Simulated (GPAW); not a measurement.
# InP (F-43m) in GPAW: a series of runs, part 2 of 3

GPAW 26.7.0. The steps go on from the part before.

## Step 3: Band structure, vdW-DF2, spin-orbit coupling, no magnetisation

run.py reads:

```python
import numpy as np
from ase.dft.bandgap import bandgap
from ase.io import read, write
from gpaw import GPAW, PW
from gpaw.spinorbit import soc_eigenstates

atoms = read('InP.cif')

calc = GPAW(mode=PW(600),
            xc={'name': 'vdW-DF2', 'backend': 'libvdwxc'},
            kpts={'size': (6, 6, 6), 'gamma': True},
            occupations={'name': 'fermi-dirac', 'width': 0.05},
            nbands=18,
            convergence={'density': 1e-05, 'energy': 1e-05},
            maxiter=150,
            txt='gpaw.txt')
atoms.calc = calc
energy = atoms.get_potential_energy()
forces = atoms.get_forces()
calc.write('gs.gpw')
write('result.traj', atoms)
print(f'Energy: {energy:.6f} eV')
print('Forces (eV/A):')
print(forces.round(4))
print('Fermi level:', round(calc.get_fermi_level(), 4), 'eV')
print(f'Gap: {bandgap(calc)[0]:.4f} eV, direct: {bandgap(calc, direct=True)[0]:.4f} eV')

path = atoms.cell.bandpath('GXWKGLUWLK,UX', npoints=60, eps=1e-4)
bs_calc = calc.fixed_density(kpts=path, symmetry='off', nbands=30,
                             convergence={'bands': 'CBM+6.0', 'eigenstates': 1e-6}, txt='bands.txt')
bs = bs_calc.band_structure()
bs.write('bs.json')
print(f'Gap on the path: {bandgap(bs_calc)[0]:.4f} eV')

soc = soc_eigenstates(bs_calc, theta=0, phi=0)
np.savetxt('soc_bands.dat', soc.eigenvalues(), fmt='%.4f')
mesh = soc_eigenstates('gs.gpw', theta=0, phi=0)
np.savetxt('soc_mesh.dat', mesh.eigenvalues(), fmt='%.4f')
print('Fermi level with spin-orbit coupling:', round(mesh.fermi_level, 4), 'eV')
```

InP.cif reads:

```cif
data_InP
_cell_length_a 4.14435284
_cell_length_b 4.14435284
_cell_length_c 4.14435284
_cell_angle_alpha 60.00000000
_cell_angle_beta 60.00000000
_cell_angle_gamma 60.00000000
_space_group_name_H-M_alt 'P1'
_space_group_name_Hall 'P 1'
_space_group_IT_number 1
loop_
_space_group_symop_operation_xyz
'x,y,z'
loop_
_atom_site_label
_atom_site_type_symbol
_atom_site_symmetry_multiplicity
_atom_site_Wyckoff_symbol
_atom_site_fract_x
_atom_site_fract_y
_atom_site_fract_z
_atom_site_occupancy
In1 In 1 a 0.0000000000 0.0000000000 0.0000000000 1
P1 P 1 a 0.7500000000 0.7500000000 0.7500000000 1
```

Potentials or basis: GPAW PAW data sets (gpaw-data 1.2.1), pw.

The run is started by

```console
> OMP_NUM_THREADS=1 python run.py
```

Run time: 33 s. Hardware: 1 thread of Arm Neoverse V2, shared host; peak memory 0.28 GiB.

It converged, with:

- Free energy: -139.6057 eV
- Band gap on the k mesh: 0.54 eV, direct
- Band gap along the path: 0.54 eV, direct

Levels at the corners of the path, in eV from the valence-band top:
```
point  band 14  band 15  band 16  band 17  band 18  band 19  band 20  band 21  band 22  band 23
    Γ    -0.11     0.00     0.00     0.00     0.00     0.54     0.54     3.77     3.77     4.28
    X    -5.75    -2.37    -2.37    -2.26    -2.26     1.79     1.79     2.28     2.28     9.08
    W    -5.60    -3.02    -2.93    -2.87    -2.82     4.29     4.29     4.30     4.32     5.40
    K    -5.60    -3.33    -3.23    -1.94    -1.93     2.37     2.37     4.34     4.36     7.39
    Γ    -0.11     0.00     0.00     0.00     0.00     0.54     0.54     3.77     3.77     4.28
    L    -5.72    -1.05    -1.05    -0.93    -0.93     1.43     1.43     4.74     4.74     4.93
    U    -5.60    -3.33    -3.23    -1.94    -1.93     2.37     2.37     4.34     4.36     7.39
    W    -5.60    -3.02    -2.93    -2.87    -2.82     4.29     4.29     4.30     4.32     5.40
    L    -5.72    -1.05    -1.05    -0.93    -0.93     1.43     1.43     4.74     4.74     4.93
    K    -5.60    -3.33    -3.23    -1.94    -1.93     2.37     2.37     4.34     4.36     7.39
    U    -5.60    -3.33    -3.23    -1.94    -1.93     2.37     2.37     4.34     4.36     7.39
    X    -5.75    -2.37    -2.37    -2.26    -2.26     1.79     1.79     2.28     2.28     9.08
```

Caveat: spin-orbit coupling was added after a scalar SCF, so levels and gaps hold it while energy, forces, pressure and moments don't; this program's spin-orbit splittings come out too wide for heavy elements; the PAW data sets were made with another functional, which shifts forces and pressure a little.

## Step 4: Band structure, revTPSS, spin-orbit coupling, no magnetisation

run.py: that of step 3 with these lines changed.

```diff
@@ -1,4 +1,7 @@
 import numpy as np
+import spglib
+from ase import Atoms
 from ase.dft.bandgap import bandgap
 from ase.io import read, write
+from ase.units import GPa
 from gpaw import GPAW, PW
@@ -7,5 +10,8 @@
 atoms = read('InP.cif')
+cell, positions, numbers = spglib.find_primitive(
+    (atoms.cell[:], atoms.get_scaled_positions(), atoms.numbers), symprec=1e-4)
+atoms = Atoms(numbers, cell=cell, scaled_positions=positions, pbc=True)
 
 calc = GPAW(mode=PW(600),
-            xc={'name': 'vdW-DF2', 'backend': 'libvdwxc'},
+            xc='MGGA_X_REVTPSS+MGGA_C_REVTPSS',
             kpts={'size': (6, 6, 6), 'gamma': True},
@@ -14,2 +20,3 @@
             convergence={'density': 1e-05, 'energy': 1e-05},
+            eigensolver='davidson',
             maxiter=150,
@@ -19,2 +26,3 @@
 forces = atoms.get_forces()
+stress = atoms.get_stress()
 calc.write('gs.gpw')
@@ -24,2 +32,3 @@
 print(forces.round(4))
+print('Stress (GPa):', (stress / GPa).round(3))
 print('Fermi level:', round(calc.get_fermi_level(), 4), 'eV')
@@ -34,5 +43,5 @@
 
-soc = soc_eigenstates(bs_calc, theta=0, phi=0)
+soc = soc_eigenstates(bs_calc, theta=90, phi=45, ignore_xc_potential=True)
 np.savetxt('soc_bands.dat', soc.eigenvalues(), fmt='%.4f')
-mesh = soc_eigenstates('gs.gpw', theta=0, phi=0)
+mesh = soc_eigenstates('gs.gpw', theta=90, phi=45, ignore_xc_potential=True)
 np.savetxt('soc_mesh.dat', mesh.eigenvalues(), fmt='%.4f')
```

InP.cif reads:

```cif
data_InP
_cell_length_a 5.86100000
_cell_length_b 5.86100000
_cell_length_c 5.86100000
_cell_angle_alpha 90.00000000
_cell_angle_beta 90.00000000
_cell_angle_gamma 90.00000000
_space_group_name_H-M_alt 'F-43m'
_space_group_name_Hall 'F -4 2 3'
_space_group_IT_number 216
loop_
_space_group_symop_operation_xyz
'x,y,z'
'y,-x,-z'
'-x,-y,z'
'-y,x,-z'
'x,-y,-z'
'y,x,z'
'-x,y,-z'
'-y,-x,z'
'z,x,y'
'-z,y,-x'
'z,-x,-y'
'-z,-y,x'
'-z,x,-y'
'z,y,x'
'-z,-x,y'
'z,-y,-x'
'y,z,x'
'-x,-z,y'
'-y,z,-x'
'x,-z,-y'
'-y,-z,x'
'x,z,y'
'y,-z,-x'
'-x,z,-y'
'x,y+1/2,z+1/2'
'y,-x+1/2,-z+1/2'
'-x,-y+1/2,z+1/2'
'-y,x+1/2,-z+1/2'
'x,-y+1/2,-z+1/2'
'y,x+1/2,z+1/2'
'-x,y+1/2,-z+1/2'
'-y,-x+1/2,z+1/2'
'z,x+1/2,y+1/2'
'-z,y+1/2,-x+1/2'
'z,-x+1/2,-y+1/2'
'-z,-y+1/2,x+1/2'
'-z,x+1/2,-y+1/2'
'z,y+1/2,x+1/2'
'-z,-x+1/2,y+1/2'
'z,-y+1/2,-x+1/2'
'y,z+1/2,x+1/2'
'-x,-z+1/2,y+1/2'
'-y,z+1/2,-x+1/2'
'x,-z+1/2,-y+1/2'
'-y,-z+1/2,x+1/2'
'x,z+1/2,y+1/2'
'y,-z+1/2,-x+1/2'
'-x,z+1/2,-y+1/2'
'x+1/2,y,z+1/2'
'y+1/2,-x,-z+1/2'
'-x+1/2,-y,z+1/2'
'-y+1/2,x,-z+1/2'
'x+1/2,-y,-z+1/2'
'y+1/2,x,z+1/2'
'-x+1/2,y,-z+1/2'
'-y+1/2,-x,z+1/2'
'z+1/2,x,y+1/2'
'-z+1/2,y,-x+1/2'
'z+1/2,-x,-y+1/2'
'-z+1/2,-y,x+1/2'
'-z+1/2,x,-y+1/2'
'z+1/2,y,x+1/2'
'-z+1/2,-x,y+1/2'
'z+1/2,-y,-x+1/2'
'y+1/2,z,x+1/2'
'-x+1/2,-z,y+1/2'
'-y+1/2,z,-x+1/2'
'x+1/2,-z,-y+1/2'
'-y+1/2,-z,x+1/2'
'x+1/2,z,y+1/2'
'y+1/2,-z,-x+1/2'
'-x+1/2,z,-y+1/2'
'x+1/2,y+1/2,z'
'y+1/2,-x+1/2,-z'
'-x+1/2,-y+1/2,z'
'-y+1/2,x+1/2,-z'
'x+1/2,-y+1/2,-z'
'y+1/2,x+1/2,z'
'-x+1/2,y+1/2,-z'
'-y+1/2,-x+1/2,z'
'z+1/2,x+1/2,y'
'-z+1/2,y+1/2,-x'
'z+1/2,-x+1/2,-y'
'-z+1/2,-y+1/2,x'
'-z+1/2,x+1/2,-y'
'z+1/2,y+1/2,x'
'-z+1/2,-x+1/2,y'
'z+1/2,-y+1/2,-x'
'y+1/2,z+1/2,x'
'-x+1/2,-z+1/2,y'
'-y+1/2,z+1/2,-x'
'x+1/2,-z+1/2,-y'
'-y+1/2,-z+1/2,x'
'x+1/2,z+1/2,y'
'y+1/2,-z+1/2,-x'
'-x+1/2,z+1/2,-y'
loop_
_atom_site_label
_atom_site_type_symbol
_atom_site_symmetry_multiplicity
_atom_site_Wyckoff_symbol
_atom_site_fract_x
_atom_site_fract_y
_atom_site_fract_z
_atom_site_occupancy
In1 In 4 a 0.0000000000 0.0000000000 0.0000000000 1
P1 P 4 c 0.2500000000 0.2500000000 0.2500000000 1
```

The run is started by

```console
> OMP_NUM_THREADS=1 python run.py
```

Wall time 1.8 min (1 thread of Arm Neoverse V2, shared host); peak memory 0.38 GiB.

The run converged. Its results:

```
Free energy             : 10.7627 eV
Pressure                : 1.7 GPa
Band gap on the k mesh  : 0.79 eV, direct
Band gap along the path : 0.79 eV, direct
```

Levels at the corners of the path, in eV from the valence-band top:
| point | band 14 | band 15 | band 16 | band 17 | band 18 | band 19 | band 20 | band 21 | band 22 | band 23 |
| --- | --- | --- | --- | --- | --- | --- | --- | --- | --- | --- |
| Γ | -0.10 | 0.00 | 0.00 | 0.00 | 0.00 | 0.79 | 0.79 | 3.83 | 3.83 | 4.32 |
| X | -5.79 | -2.47 | -2.47 | -2.36 | -2.36 | 1.66 | 1.66 | 2.29 | 2.29 | 9.29 |
| W | -5.62 | -3.16 | -3.07 | -3.02 | -2.97 | 4.22 | 4.22 | 4.49 | 4.52 | 5.50 |
| K | -5.64 | -3.49 | -3.39 | -2.03 | -2.02 | 2.32 | 2.33 | 4.41 | 4.43 | 7.51 |
| Γ | -0.10 | 0.00 | 0.00 | 0.00 | 0.00 | 0.79 | 0.79 | 3.83 | 3.83 | 4.32 |
| L | -5.84 | -1.08 | -1.08 | -0.97 | -0.97 | 1.56 | 1.56 | 4.76 | 4.76 | 4.94 |
| U | -5.64 | -3.49 | -3.39 | -2.03 | -2.02 | 2.32 | 2.33 | 4.41 | 4.43 | 7.51 |
| W | -5.62 | -3.16 | -3.07 | -3.02 | -2.97 | 4.22 | 4.22 | 4.49 | 4.52 | 5.50 |
| L | -5.84 | -1.08 | -1.08 | -0.97 | -0.97 | 1.56 | 1.56 | 4.76 | 4.76 | 4.94 |
| K | -5.64 | -3.49 | -3.39 | -2.03 | -2.02 | 2.32 | 2.33 | 4.41 | 4.43 | 7.51 |
| U | -5.64 | -3.49 | -3.39 | -2.03 | -2.02 | 2.32 | 2.33 | 4.41 | 4.43 | 7.51 |
| X | -5.79 | -2.47 | -2.47 | -2.36 | -2.36 | 1.66 | 1.66 | 2.29 | 2.29 | 9.29 |

Caveat: spin-orbit coupling was added after a scalar SCF, so levels and gaps hold it while energy, forces, pressure and moments don't; this program's spin-orbit splittings come out too wide for heavy elements; the PAW data sets were made with another functional, which shifts forces and pressure a little.

## Step 5: Band structure, vdW-DF-cx, spin-orbit coupling, no magnetisation

run.py: that of step 4 with these lines changed.

```diff
@@ -5,3 +5,2 @@
 from ase.io import read, write
-from ase.units import GPa
 from gpaw import GPAW, PW
@@ -15,3 +14,3 @@
 calc = GPAW(mode=PW(600),
-            xc='MGGA_X_REVTPSS+MGGA_C_REVTPSS',
+            xc={'name': 'vdW-DF-cx', 'backend': 'libvdwxc'},
             kpts={'size': (6, 6, 6), 'gamma': True},
@@ -20,3 +19,2 @@
             convergence={'density': 1e-05, 'energy': 1e-05},
-            eigensolver='davidson',
             maxiter=150,
@@ -26,3 +24,2 @@
 forces = atoms.get_forces()
-stress = atoms.get_stress()
 calc.write('gs.gpw')
@@ -32,3 +29,2 @@
 print(forces.round(4))
-print('Stress (GPa):', (stress / GPa).round(3))
 print('Fermi level:', round(calc.get_fermi_level(), 4), 'eV')
@@ -36,3 +32,3 @@
 
-path = atoms.cell.bandpath('GXWKGLUWLK,UX', npoints=60, eps=1e-4)
+path = atoms.cell.bandpath('GXWKGLUWLK,UX', npoints=80, eps=1e-4)
 bs_calc = calc.fixed_density(kpts=path, symmetry='off', nbands=30,
@@ -43,5 +39,5 @@
 
-soc = soc_eigenstates(bs_calc, theta=90, phi=45, ignore_xc_potential=True)
+soc = soc_eigenstates(bs_calc, theta=90, phi=0)
 np.savetxt('soc_bands.dat', soc.eigenvalues(), fmt='%.4f')
-mesh = soc_eigenstates('gs.gpw', theta=90, phi=45, ignore_xc_potential=True)
+mesh = soc_eigenstates('gs.gpw', theta=90, phi=0)
 np.savetxt('soc_mesh.dat', mesh.eigenvalues(), fmt='%.4f')
```

InP.cif is that of step 4.

The run is started by

```console
> OMP_NUM_THREADS=1 python run.py
```

Wall time 37 s (1 thread of Arm Neoverse V2, shared host); peak memory 0.31 GiB.

Results (log left out):

- Free energy: 48.2828 eV
- Band gap on the k mesh: 0.65 eV, direct
- Band gap along the path: 0.65 eV, direct

Levels at the corners of the path, in eV from the valence-band top:
```
point  band 14  band 15  band 16  band 17  band 18  band 19  band 20  band 21  band 22  band 23
    Γ    -0.10     0.00     0.00     0.00     0.00     0.65     0.65     3.66     3.66     4.16
    X    -5.79    -2.44    -2.44    -2.33    -2.33     1.63     1.63     2.18     2.18     9.10
    W    -5.63    -3.12    -3.03    -2.97    -2.92     4.17     4.17     4.32     4.34     5.32
    K    -5.64    -3.44    -3.34    -2.00    -1.99     2.24     2.25     4.29     4.31     7.33
    Γ    -0.10     0.00     0.00     0.00     0.00     0.65     0.65     3.66     3.66     4.16
    L    -5.80    -1.08    -1.08    -0.96    -0.96     1.42     1.42     4.61     4.61     4.79
    U    -5.64    -3.44    -3.34    -2.00    -1.99     2.24     2.25     4.29     4.31     7.33
    W    -5.63    -3.12    -3.03    -2.97    -2.92     4.17     4.17     4.32     4.34     5.32
    L    -5.80    -1.08    -1.08    -0.96    -0.96     1.42     1.42     4.61     4.61     4.79
    K    -5.64    -3.44    -3.34    -2.00    -1.99     2.24     2.25     4.29     4.31     7.33
    U    -5.64    -3.44    -3.34    -2.00    -1.99     2.24     2.25     4.29     4.31     7.33
    X    -5.79    -2.44    -2.44    -2.33    -2.33     1.63     1.63     2.18     2.18     9.10
```

Caveat: spin-orbit coupling was added after a scalar SCF, so levels and gaps hold it while energy, forces, pressure and moments don't; this program's spin-orbit splittings come out too wide for heavy elements; the PAW data sets were made with another functional, which shifts forces and pressure a little.

[end of part 2 of 3]
